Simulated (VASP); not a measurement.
# CrO₂: response to an epitaxial strain

CrO₂, R-3m (no. 166), 9 atoms in the cell. PBE with D3(BJ), relaxations at fixed in-plane lattice; PAW potentials Cr_pv, O (PBE set).

## Input

INCAR.step1:
```
PREC = Accurate
ENCUT = 550
EDIFF = 1E-7
ISMEAR = 1
SIGMA = 0.1
LREAL = False
LASPH = True
NELM = 100
ALGO = Normal
LWAVE = False
LCHARG = False
ISPIN = 2
MAGMOM = 3 3 3 0 0 0 0 0 0
LMAXMIX = 4
GGA = PE
IVDW = 12
IBRION = 2
NSW = 40
ISIF = 3
EDIFFG = -0.01
POTIM = 0.5
KPAR = 8
```

INCAR.step2, as INCAR.step1 but for:
```
+ LATTICE_CONSTRAINTS = .FALSE. .FALSE. .TRUE.
```

KPOINTS:
```
k-points
0
Gamma
  11 11 2
```

POSCAR.step1:
```
CrO2
1.0
    2.9799359900      0.0000000000      0.0000000000
   -1.4899680000      2.5807002700      0.0000000000
    0.0000000000      0.0000000000     14.3698614000
Cr O
3 6
Direct
    0.6666666700      0.3333333300      0.8333333300
    0.3333333300      0.6666666700      0.1666666700
    0.0000000000      0.0000000000      0.5000000000
    0.3333333300      0.6666666700      0.8975846700
    0.0000000000      0.0000000000      0.7690820000
    0.0000000000      0.0000000000      0.2309180000
    0.6666666700      0.3333333300      0.1024153300
    0.6666666700      0.3333333300      0.5642513300
    0.3333333300      0.6666666700      0.4357486700
```

POSCAR.step2:
```
CrO2
1.0
    2.8851720735      0.0000000002      0.0000000000
   -1.4425860414      2.4986323107      0.0000000000
    0.0000000000      0.0000000000     13.4466187993
Cr O
3 6
Direct
    0.6666666700      0.3333333300      0.8333333300
    0.3333333300      0.6666666700      0.1666666700
    0.0000000000      0.0000000000      0.5000000000
    0.3333333300      0.6666666700      0.9040562067
    0.0000000000      0.0000000000      0.7626104633
    0.0000000000      0.0000000000      0.2373895367
    0.6666666700      0.3333333300      0.0959437933
    0.6666666700      0.3333333300      0.5707228667
    0.3333333300      0.6666666700      0.4292771333
```

POSCAR.step3:
```
CrO2
1.0
    2.8274686320      0.0000000002      0.0000000000
   -1.4137343206      2.4486596645      0.0000000000
    0.0000000000      0.0000000000     13.4466187993
Cr O
3 6
Direct
    0.6666666700      0.3333333300      0.8333333300
    0.3333333300      0.6666666700      0.1666666700
    0.0000000000      0.0000000000      0.5000000000
    0.3333333300      0.6666666700      0.9040562067
    0.0000000000      0.0000000000      0.7626104633
    0.0000000000      0.0000000000      0.2373895367
    0.6666666700      0.3333333300      0.0959437933
    0.6666666700      0.3333333300      0.5707228667
    0.3333333300      0.6666666700      0.4292771333
```

POSCAR.step4:
```
CrO2
1.0
    2.8563203527      0.0000000002      0.0000000000
   -1.4281601810      2.4736459876      0.0000000000
    0.0000000000      0.0000000000     13.4466187993
Cr O
3 6
Direct
    0.6666666700      0.3333333300      0.8333333300
    0.3333333300      0.6666666700      0.1666666700
    0.0000000000      0.0000000000      0.5000000000
    0.3333333300      0.6666666700      0.9040562067
    0.0000000000      0.0000000000      0.7626104633
    0.0000000000      0.0000000000      0.2373895367
    0.6666666700      0.3333333300      0.0959437933
    0.6666666700      0.3333333300      0.5707228667
    0.3333333300      0.6666666700      0.4292771333
```

POSCAR.step5:
```
CrO2
1.0
    2.9140237942      0.0000000002      0.0000000000
   -1.4570119018      2.5236186338      0.0000000000
    0.0000000000      0.0000000000     13.4466187993
Cr O
3 6
Direct
    0.6666666700      0.3333333300      0.8333333300
    0.3333333300      0.6666666700      0.1666666700
    0.0000000000      0.0000000000      0.5000000000
    0.3333333300      0.6666666700      0.9040562067
    0.0000000000      0.0000000000      0.7626104633
    0.0000000000      0.0000000000      0.2373895367
    0.6666666700      0.3333333300      0.0959437933
    0.6666666700      0.3333333300      0.5707228667
    0.3333333300      0.6666666700      0.4292771333
```

POSCAR.step6:
```
CrO2
1.0
    2.9428755149      0.0000000002      0.0000000000
   -1.4714377622      2.5486049569      0.0000000000
    0.0000000000      0.0000000000     13.4466187993
Cr O
3 6
Direct
    0.6666666700      0.3333333300      0.8333333300
    0.3333333300      0.6666666700      0.1666666700
    0.0000000000      0.0000000000      0.5000000000
    0.3333333300      0.6666666700      0.9040562067
    0.0000000000      0.0000000000      0.7626104633
    0.0000000000      0.0000000000      0.2373895367
    0.6666666700      0.3333333300      0.0959437933
    0.6666666700      0.3333333300      0.5707228667
    0.3333333300      0.6666666700      0.4292771333
```

Commands (each step's output is kept before the next begins):
```
cat potpaw_PBE.64/Cr_pv/POTCAR potpaw_PBE.64/O/POTCAR > POTCAR
cp INCAR.step1 INCAR
cp POSCAR.step1 POSCAR
mpirun -np 8 vasp_std > vasp.out
# POSCAR: the relaxed cell with a and b scaled by 1
cp INCAR.step2 INCAR
cp POSCAR.step2 POSCAR
mpirun -np 8 vasp_std > vasp.out
# POSCAR: the relaxed cell with a and b scaled by 0.98
cp POSCAR.step3 POSCAR
mpirun -np 8 vasp_std > vasp.out
# POSCAR: the relaxed cell with a and b scaled by 0.99
cp POSCAR.step4 POSCAR
mpirun -np 8 vasp_std > vasp.out
# POSCAR: the relaxed cell with a and b scaled by 1.01
cp POSCAR.step5 POSCAR
mpirun -np 8 vasp_std > vasp.out
# POSCAR: the relaxed cell with a and b scaled by 1.02
cp POSCAR.step6 POSCAR
mpirun -np 8 vasp_std > vasp.out
```

## Result

- d ln c / d ln a, c relaxed at each in-plane lattice: -0.77
- Biaxial modulus (GPa): 375

Cells held at set in-plane strains, c relaxed:

| In-plane strain (%) | c (Å) | In-plane stress (GPa, compression positive) | Energy (meV/atom) |
|---|---|---|---|
| -2.0 | 13.6877 | 8.26 | 11.6 |
| -1.0 | 13.6038 | 3.98 | 3.1 |
| 0.0 | 13.4559 | 0.10 | 0.0 |
| 1.0 | 13.3712 | -3.48 | 2.0 |
| 2.0 | 13.2857 | -6.76 | 8.6 |

Limits: a metal's c can move with the k mesh, which wasn't varied here.

VASP 6.6.1 took 1993 s on 8 cores (Intel Xeon Platinum 8488C (Sapphire Rapids)), a shared host.
